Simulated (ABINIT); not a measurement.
# NbP (I4_1md) in ABINIT: settings compared

The runs below take NbP through single point, relaxation of cell and atoms, with PBEsol, LDA, BLYP, PBE.

Program: ABINIT 10.8.3 (patched build). These are calculated values, not measurements. Logs are shortened: lines on timing, memory, paths and dates and some standing lists are left out, and cuts for length are marked. The log counts tension as positive stress, the text compression.

## Step 1: The crystal as given

It takes space group I4_1md (No. 109, tetragonal). Conventional cell: a = 3.350 Å, b = 3.350 Å, c = 11.480 Å, α = 90.00°, β = 90.00°, γ = 90.00°. Around Nb (site symmetry 2mm) lie 6 P at 2.55 Å. Around P (site symmetry 2mm) lie 6 Nb at 2.55 Å.

The cell is a database's computed one.

## Step 2: Single point, PBEsol

Input file run.abi:

```
pp_dirpath "./"
pseudos "Nb.GGA_PBE-ansatz.xml, P.GGA_PBE-ansatz.xml"

acell 3*1.0 Angstrom
rprim
    -1.6749232544     1.6749232544     5.7401081759
     1.6749232544    -1.6749232544     5.7401081759
     1.6749232544     1.6749232544    -5.7401081759
ntypat 2
znucl 41 15
natom 4
typat 1 1 2 2
xcart
     1.6749232544     0.0000000000     2.8686856462
     0.0000000000     0.0000000000     5.7387397341
     0.0000000000     1.6749232544     3.8200163902
     0.0000000000     0.0000000000     0.9499623022 Angstrom

ecut 7.7
pawecutdg 15.4
pawxcdev 0
pawovlp 30

kptopt 1
ngkpt 8 8 8
nshiftk 1
shiftk 0.0 0.0 0.0

ixc -116133

nband 22
occopt 3
tsmear 0.05 eV

nstep 100
tolvrs 1.0e-9

iomode 3
prtwf 0
prtden 0
prteig 0
prtebands 0
```

Potentials or basis: Ansatz PAW PBE default generated set, frozen core.

On the command line:

```console
$ abinit run.abi > log 2>&1
```

run.abo:

```text
[... set-up lines left out ...]
 ETOT  1  -127.67727565169    -1.277E+02 7.805E-01 2.200E+01
 ETOT  2  -128.36458505562    -6.873E-01 1.123E-02 3.758E+00
 ETOT  3  -128.35045329474     1.413E-02 4.427E-03 2.631E-01
 ETOT  4  -128.35060369846    -1.504E-04 2.151E-03 1.222E-02
 ETOT  5  -128.35058817779     1.552E-05 1.292E-03 2.268E-04
 ETOT  6  -128.35058825053    -7.274E-08 8.289E-04 5.463E-05
 ETOT  7  -128.35058796278     2.878E-07 3.876E-04 3.410E-06
 ETOT  8  -128.35058795406     8.717E-09 8.088E-04 1.476E-07
 ETOT  9  -128.35058795399     6.642E-11 3.992E-04 5.132E-08
 ETOT 10  -128.35058795408    -8.941E-11 7.435E-04 2.573E-09
 ETOT 11  -128.35058795416    -8.123E-11 3.202E-04 3.167E-10

 At SCF step   11       nres2   =  3.17E-10 < tolvrs=  1.00E-09 =>converged.

 Cartesian components of stress tensor (hartree/bohr^3)
  sigma(1 1)=  1.91955605E-03  sigma(3 2)=  0.00000000E+00
  sigma(2 2)=  1.91955605E-03  sigma(3 1)=  0.00000000E+00
  sigma(3 3)=  1.90778313E-03  sigma(2 1)=  0.00000000E+00

--- !ResultsGS
iteration_state: {dtset: 1, }
comment   : Summary of ground state results
lattice_vectors:
- [ -3.1651462,   3.1651462,  10.8472324, ]
- [  3.1651462,  -3.1651462,  10.8472324, ]
- [  3.1651462,   3.1651462, -10.8472324, ]
lattice_lengths: [  11.73451,   11.73451,   11.73451, ]
lattice_angles: [148.704, 148.704,  44.848, ] # degrees, (23, 13, 12)
lattice_volume:   4.3467683E+02
convergence: {deltae: -8.123E-11, res2:  3.167E-10, residm:  3.202E-04, diffor: null, }
etotal    :  -1.28350588E+02
entropy   :   0.00000000E+00
fermie    :   3.63509288E-01
cartesian_stress_tensor: # hartree/bohr^3
- [  1.91955605E-03,   0.00000000E+00,   0.00000000E+00, ]
- [  0.00000000E+00,   1.91955605E-03,   0.00000000E+00, ]
- [  0.00000000E+00,   0.00000000E+00,   1.90778313E-03, ]
pressure_GPa:  -5.6360E+01
xred      :
- [  2.4988E-01,   7.4988E-01,   5.0000E-01, Nb]
- [  4.9988E-01,   4.9988E-01,   0.0000E+00, Nb]
- [  8.3275E-01,   3.3275E-01,   5.0000E-01,  P]
- [  8.2748E-02,   8.2748E-02,   1.3878E-17,  P]
cartesian_forces: # hartree/bohr
- [ -6.30663329E-20,  -8.85622431E-21,   5.38079636E-04, ]
- [  7.39513077E-20,   1.28161416E-19,   5.38079636E-04, ]
- [ -4.53538843E-20,   8.85622431E-21,  -5.38079636E-04, ]
- [  3.44689096E-20,  -1.28161416E-19,  -5.38079636E-04, ]
force_length_stats: {min:   5.38079636E-04, max:   5.38079636E-04, mean:   5.38079636E-04, }
...

 Integrated electronic density in atomic spheres:
 ------------------------------------------------
 Atom  Sphere_radius  Integrated_density
    1        2.63806         11.46189333
    2        2.63806         11.46461266
    3        2.62861          4.95262565
    4        2.62861          4.95204117

================================================================================

 ----iterations are completed or convergence reached----

 Mean square residual over all n,k,spin=   73.341E-08; max=  32.015E-05
 reduced coordinates (array xred) for    4 atoms
       0.249880799999      0.749880799999      0.500000000000
       0.499880799999      0.499880799999      0.000000000000
       0.832747769997      0.332747769997      0.500000000000
       0.082747769997      0.082747769997      0.000000000000
 rms dE/dt=  5.8367E-03; max dE/dt=  5.8388E-03; dE/dt below (all hartree)
    1      -0.005838813083     -0.005838813083      0.005838813083
    2      -0.005838813083     -0.005838813083      0.005838813083
    3       0.005834536634      0.005834536634     -0.005834536634
    4       0.005834536634      0.005834536634     -0.005834536634

 cartesian coordinates (angstrom) at end:
    1      1.67492325440000     0.00000000000000     2.86868564615000
    2     -0.00000000000000     0.00000000000000     5.73873973410000
    3     -0.00000000000000     1.67492325440000     3.82001639015000
    4     -0.00000000000000     0.00000000000000     0.94996230220000

 cartesian forces (hartree/bohr) at end:
    1     -0.00000000000000    -0.00000000000000     0.00053807963642
    2      0.00000000000000     0.00000000000000     0.00053807963642
    3     -0.00000000000000     0.00000000000000    -0.00053807963642
    4      0.00000000000000    -0.00000000000000    -0.00053807963642
 frms,max,avg= 3.1066042E-04 5.3807964E-04   0.000E+00  0.000E+00  1.971E-07 h/b

 cartesian forces (eV/Angstrom) at end:
    1     -0.00000000000000    -0.00000000000000     0.02766916739064
    2      0.00000000000000     0.00000000000000     0.02766916739064
    3     -0.00000000000000     0.00000000000000    -0.02766916739064
    4      0.00000000000000    -0.00000000000000    -0.02766916739064
 frms,max,avg= 1.5974801E-02 2.7669167E-02   0.000E+00  0.000E+00  1.014E-05 e/A
 length scales=  1.889726125908  1.889726125908  1.889726125908 bohr
              =  1.000000000000  1.000000000000  1.000000000000 angstroms
 Fermi (or HOMO) energy (hartree) =   0.36351   Average Vxc (hartree)=  -0.44363
 Eigenvalues (hartree) for nkpt=  59  k points:
 kpt#   1, nband= 22, wtk=  0.00195, kpt=  0.0000  0.0000  0.0000 (reduced coord)
  -1.67516   -1.67391   -0.79513   -0.78678   -0.78678   -0.78133   -0.78133   -0.78004
  -0.09999   -0.00961    0.13547    0.25192    0.27986    0.27986    0.28521    0.29896
   0.31249    0.31249    0.39193    0.41896    0.45799    0.47847
      occupation numbers for kpt#   1
   2.00000    2.00000    2.00000    2.00000    2.00000    2.00000    2.00000    2.00000
   2.00000    2.00000    2.00000    2.00000    2.00000    2.00000    2.00000    2.00000
   2.00000    2.00000    0.00000    0.00000    0.00000    0.00000
 prteigrs : prtvol=0 or 1, do not print more k-points.

--- !EnergyTerms
iteration_state     : {dtset: 1, }
comment             : Components of total free energy in Hartree
kinetic             :  3.40777664551583E+01
hartree             :  2.02586925049823E+01
xc                  : -1.73672278636666E+01
Ewald energy        : -1.07670133665235E+02
psp_core            :  6.51588197667999E+00
local_psp           : -6.92152961007610E+01
PAW spherical_terms :  5.05000518898359E+00
internal            : -1.28350311503859E+02
'-kT*entropy'       : -2.85375751325879E-04
total_energy        : -1.28350596879610E+02
total_energy_eV     : -3.49259766659327E+03
...

--- !EnergyTermsDC
iteration_state     : {dtset: 1, }
comment             : '"Double-counting" decomposition of free energy'
band_energy         : -1.21840310580380E+01
Ewald energy        : -1.07670133665235E+02
psp_core            :  6.51588197667999E+00
xc_dc               : -1.74580191457488E+01
PAW spherical_terms :  2.44599931392898E+00
internal            : -1.28350302578413E+02
'-kT*entropy'       : -2.85375751325879E-04
total_energy_dc     : -1.28350587954164E+02
total_energy_dc_eV  : -3.49259742371952E+03
...

--- !EnergyTermsWithPAWCore
iteration_state     : {dtset: 1, }
comment             : 'Components of total free energy, including PAW core contributions'
Total energy        : -8.16835439704892E+03
Total energy DC     : -8.16835438812347E+03
Total energy (eV)   : -2.22272246492155E+05
Total energy DC (eV): -2.22272246249282E+05
...

 Cartesian components of stress tensor (hartree/bohr^3)
  sigma(1 1)=  1.91955605E-03  sigma(3 2)=  0.00000000E+00
  sigma(2 2)=  1.91955605E-03  sigma(3 1)=  0.00000000E+00
  sigma(3 3)=  1.90778313E-03  sigma(2 1)=  0.00000000E+00

-Cartesian components of stress tensor (GPa)         [Pressure= -5.6360E+01 GPa]
- sigma(1 1)=  5.64752889E+01  sigma(3 2)=  0.00000000E+00
- sigma(2 2)=  5.64752889E+01  sigma(3 1)=  0.00000000E+00
- sigma(3 3)=  5.61289176E+01  sigma(2 1)=  0.00000000E+00

== END DATASET(S) ==============================================================
================================================================================

 -outvars: echo values of variables after computation  --------
            acell      1.8897261259E+00  1.8897261259E+00  1.8897261259E+00 Bohr
           etotal     -1.2835058795E+02
            fcart     -6.3066332933E-20 -8.8562243088E-21  5.3807963642E-04
                       7.3951307677E-20  1.2816141630E-19  5.3807963642E-04
                      -4.5353884315E-20  8.8562243088E-21 -5.3807963642E-04
                       3.4468909572E-20 -1.2816141630E-19 -5.3807963642E-04
            rprim     -1.6749232544E+00  1.6749232544E+00  5.7401081759E+00
                       1.6749232544E+00 -1.6749232544E+00  5.7401081759E+00
                       1.6749232544E+00  1.6749232544E+00 -5.7401081759E+00
           strten      1.9195560550E-03  1.9195560550E-03  1.9077831308E-03
                       0.0000000000E+00  0.0000000000E+00  0.0000000000E+00
           xangst      1.6749232544E+00  3.5250283395E-16  2.8686856461E+00
                      -2.1210060129E-16  2.1210060129E-16  5.7387397341E+00
                      -2.3500188930E-16  1.6749232544E+00  3.8200163901E+00
                      -8.7693869884E-17  1.3418232892E-16  9.4996230220E-01
             xred      2.4988080000E-01  7.4988080000E-01  5.0000000000E-01
                       4.9988080000E-01  4.9988080000E-01  0.0000000000E+00
                       8.3274777000E-01  3.3274777000E-01  5.0000000000E-01
                       8.2747769997E-02  8.2747769997E-02  1.3877787808E-17
 Calculation completed.
```

Wall time 1.9 min (1 thread of AMD EPYC 7R43 (Zen 3), shared host); peak memory 0.29 GiB.

What came out:

```
Free energy            : -3492.5974 eV
Largest force          : 0.028 eV/Å
Band gap on the k mesh : none (metal or under the smearing width)
```

Forces in eV/Å, atoms in the order of the input:
```
Nb   0.000  0.000  0.028
Nb   0.000  0.000  0.028
P    0.000  0.000 -0.028
P    0.000  0.000 -0.028
```

Caveat: the cutoff is too short for stress, so the log's stress isn't used; the PAW data sets were made with another functional, which shifts forces and pressure a little; the atomic spheres overlap.

## Step 3: Single point, LDA

Input file run.abi:

```
pp_dirpath "./"
pseudos "Nb.hgh, P.hgh"

acell 11.7345111355 11.7345111355 11.7345111355
rprim
    -0.2697297053     0.2697297053     0.9243872414
     0.2697297053    -0.2697297053     0.9243872414
     0.2697297053     0.2697297053    -0.9243872414
ntypat 2
znucl 41 15
natom 4
typat 1 1 2 2
xred
     0.2498808000     0.7498808000     0.5000000000
     0.4998808000     0.4998808000     0.0000000000
     0.8327477700     0.3327477700     0.5000000000
     0.0827477700     0.0827477700     0.0000000000

ecut 18.0

kptopt 1
ngkpt 8 8 8
nshiftk 1
shiftk 0.0 0.0 0.0

ixc 7

nband 14
occopt 3
tsmear 0.05 eV

nstep 100
tolvrs 1.0e-10

iomode 3
prtwf 0
prtden 0
prteig 0
prtebands 0
```

Potentials or basis: HGH LDA.

On the command line:

```console
$ abinit run.abi > log 2>&1
```

Run time: 59 s. Hardware: 1 thread of Intel Xeon 6975P-C (Granite Rapids), shared host; peak memory 0.09 GiB.

The run converged. Its results:

```
Free energy                                           : -648.0725 eV
Pressure                                              : -10.7 GPa
Largest force                                         : 0.018 eV/Å
Band gap on the k mesh                                : none (metal or under the smearing width)
Valence electrons inside the program's atomic spheres : Nb 1.95; P 2.84
```

Forces in eV/Å, atoms in the order of the input:
```
Nb   0.000  0.000  0.018
Nb   0.000  0.000  0.018
P    0.000  0.000 -0.018
P    0.000  0.000 -0.018
```

Stress tensor (GPa, compression positive):
```
-10.71   0.00   0.00
  0.00 -10.71   0.00
  0.00   0.00 -10.61
```

Levels at points of the mesh, in eV from the Fermi level:
```
           k point  band 7  band 8  band 9  band 10  band 11  band 12  band 13  band 14
(0.00, 0.00, 0.00)   -2.09   -1.69   -1.30    -1.30     0.77     1.54     2.76     3.23
(0.50, 0.00, 0.00)   -2.28   -1.83   -1.48    -0.04     0.04     1.32     2.52     2.69
(0.50, 0.50, 0.00)   -2.86   -2.86   -0.39    -0.39     3.00     3.00     3.11     3.11
(0.50, 0.50, 0.50)   -2.62   -2.62   -0.40    -0.40     1.13     1.13     2.31     2.31
```

Caveat: HGH potentials are hard and often keep d shells in the core, so these values are rough.

(Part 1 of 2 ends here.)
